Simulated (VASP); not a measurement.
# Hf: molecular dynamics at constant energy

Hf, P6_3/mmc (no. 194), 8 atoms in the cell. PBE, molecular dynamics; PAW potentials Hf (PBE set).

Ensemble: NVE; Starting temperature (K): 1000.

## Input

INCAR:
```
SYSTEM = Hf
ALGO     = Fast           ! electronic algorithm
EDIFF    = 1E-6           ! SCF threshold, eV
ENCUT    = 220            ! plane-wave cutoff, eV
GGA      = PE             ! functional
IBRION   = 0              ! ionic algorithm
ISIF     = 2              ! what is computed and relaxed
ISMEAR   = -1             ! smearing method
ISYM     = 0            
KPAR     = 2            
LASPH    = .TRUE.         ! aspherical terms in the spheres
LCHARG   = .FALSE.        ! write CHGCAR
LREAL    = Auto         
LWAVE    = .FALSE.        ! write WAVECAR
MDALGO   = 2            
NELM     = 60             ! most SCF steps
NELMIN   = 4            
NSW      = 60             ! ionic steps
POTIM    = 4.0            ! step
PREC     = Normal         ! precision mode
RANDOM_SEED= 460418 0 0   
SIGMA    = 0.05           ! smearing width, eV
SMASS    = -3           
TEBEG    = 1000          
```

KPOINTS:
```
k-points
0
Gamma
  2 2 3
```

POSCAR:
```
Hf
1.0
    6.3934000000      0.0000000000      0.0000000000
   -3.1967000000      5.5368468166      0.0000000000
    0.0000000000      0.0000000000      5.0578000000
Hf
8
Direct
    0.3333333334      0.1666666666      0.7500000000
    0.3333333334      0.6666666666      0.7500000000
    0.8333333334      0.1666666666      0.7500000000
    0.8333333333      0.6666666666      0.7500000000
    0.1666666666      0.3333333334      0.2500000000
    0.1666666666      0.8333333333      0.2500000000
    0.6666666666      0.3333333334      0.2500000000
    0.6666666666      0.8333333333      0.2500000000
```

Commands:
```
cat potpaw_PBE.64/Hf/POTCAR > POTCAR
mpirun -np 2 vasp_std > vasp.out
```

## Result

- Rise of the mean potential energy above the start (meV/atom): 54.8
- Mean temperature (K): 516
- Standard error of the mean temperature (K): 99
- Relative fluctuation of the kinetic energy: 0.415
- Canonical value of that fluctuation: 0.309
- Electronic steps per ionic step after the first: 4.8

Course of the run:

| Time (fs) | Temperature (K) | Potential energy less the first (meV/atom) |
|---|---|---|
| 4 | 1000 | 0.0 |
| 24 | 909 | 10.3 |
| 40 | 718 | 31.9 |
| 60 | 425 | 65.2 |
| 76 | 259 | 83.9 |
| 96 | 220 | 88.3 |
| 112 | 285 | 80.9 |
| 132 | 383 | 69.8 |
| 148 | 434 | 64.1 |
| 168 | 477 | 59.2 |
| 184 | 514 | 55.0 |
| 204 | 562 | 49.6 |
| 220 | 598 | 45.5 |
| 240 | 644 | 40.3 |

The mean temperature lies below the starting 1000 K, since the atoms start on their sites and part of their kinetic energy turns into potential energy.

REPORT:
```
MDALGO =   2
               SCALING =       0
                 CNEXP =     9.000   14.000
           RANDOM_SEED =            460418                0                0

   original number of atomic DOF:         21
   number of independent constraints:      0
   number of active DOF:                  21

========================================
         MD step No.       1
========================================

  Atomic velocities initialized by STEP_tb

  >Energies
                    E_tot             E_pot             E_kin               EPS                ES
   e_b>   -0.78596779E+02   -0.79501605E+02    0.90482586E+00    0.00000000E+00    0.00000000E+00

  >Temperature
               T_sim     T_inst
   tmprt>   1000.000   1000.000

  >Thermostat:
           s(n+1) sdot(n+1)      s(n)   sdot(n)        Qs
   s_b>   0.00000   0.00000   0.00000   0.00000  -3.00000

           RANDOM_SEED =            460418               48                0

[... steps left out ...]

========================================
         MD step No.      60
========================================

  >Energies
                    E_tot             E_pot             E_kin               EPS                ES
   e_b>   -0.78596288E+02   -0.79179023E+02    0.58273541E+00    0.00000000E+00    0.00000000E+00

  >Temperature
               T_sim     T_inst
   tmprt>   1000.000    644.031

  >Thermostat:
           s(n+1) sdot(n+1)      s(n)   sdot(n)        Qs
   s_b>   0.00000   0.00000   0.00000   0.00000  -3.00000

           RANDOM_SEED =            460418               48                0
```

OSZICAR:
```
N       E                     dE             d eps       ncg     rms          rms(c)
DAV:   1    -0.945552853451E+01   -0.94555E+01   -0.68667E+03   336   0.597E+02
DAV:   2    -0.754992268594E+02   -0.66044E+02   -0.61610E+02   429   0.110E+02
DAV:   3    -0.821880413339E+02   -0.66888E+01   -0.63058E+01   568   0.276E+01
DAV:   4    -0.825336610710E+02   -0.34562E+00   -0.31718E+00   536   0.573E+00
DAV:   5    -0.825617949771E+02   -0.28134E-01   -0.26572E-01   544   0.110E+00    0.261E+01
RMM:   6    -0.805853091251E+02    0.19765E+01   -0.78064E-01   336   0.468E+00    0.135E+01
RMM:   7    -0.794767689988E+02    0.11085E+01   -0.20787E+00   346   0.703E+00    0.162E+00
RMM:   8    -0.794924154230E+02   -0.15646E-01   -0.25279E-01   368   0.186E+00    0.741E-01
RMM:   9    -0.794975506303E+02   -0.51352E-02   -0.92980E-02   405   0.115E+00    0.310E-01
RMM:  10    -0.795006605077E+02   -0.31099E-02   -0.23219E-02   386   0.443E-01    0.375E-01
RMM:  11    -0.795010797720E+02   -0.41926E-03   -0.11073E-02   444   0.267E-01    0.100E-01
RMM:  12    -0.795014306553E+02   -0.35088E-03   -0.38397E-03   471   0.104E-01    0.257E-02
[... left out ...]
     59 T=   634. E= -.78596288E+02 F= -.79170355E+02 E0= -.79128635E+02  EK= 0.57407E+00 SP= 0.00E+00 SK= 0.00E+00
[... last step whole ...]
       N       E                     dE             d eps       ncg     rms          rms(c)
DAV:   1    -0.791790149276E+02   -0.86604E-02   -0.59227E-03   627   0.279E-01    0.380E-03
RMM:   2    -0.791790173838E+02   -0.24562E-05   -0.85197E-05   330   0.472E-02    0.295E-03
RMM:   3    -0.791790216182E+02   -0.42345E-05   -0.42455E-05   370   0.165E-02    0.308E-03
RMM:   4    -0.791790229517E+02   -0.13335E-05   -0.13499E-05   285   0.692E-03    0.243E-03
RMM:   5    -0.791790231845E+02   -0.23277E-06   -0.24528E-06   223   0.411E-03
     60 T=   644. E= -.78596288E+02 F= -.79179023E+02 E0= -.79137863E+02  EK= 0.58274E+00 SP= 0.00E+00 SK= 0.00E+00
```

Limits: 240 fs of 8 atoms are too short for converged averages; the cell is only 5.1 Å across, so each atom moves in step with near copies of itself.

VASP 6.6.1 took 276 s on 2 cores (Intel Xeon Platinum 8259CL @ 2.50GHz (Skylake/Cascade Lake)), a shared host.
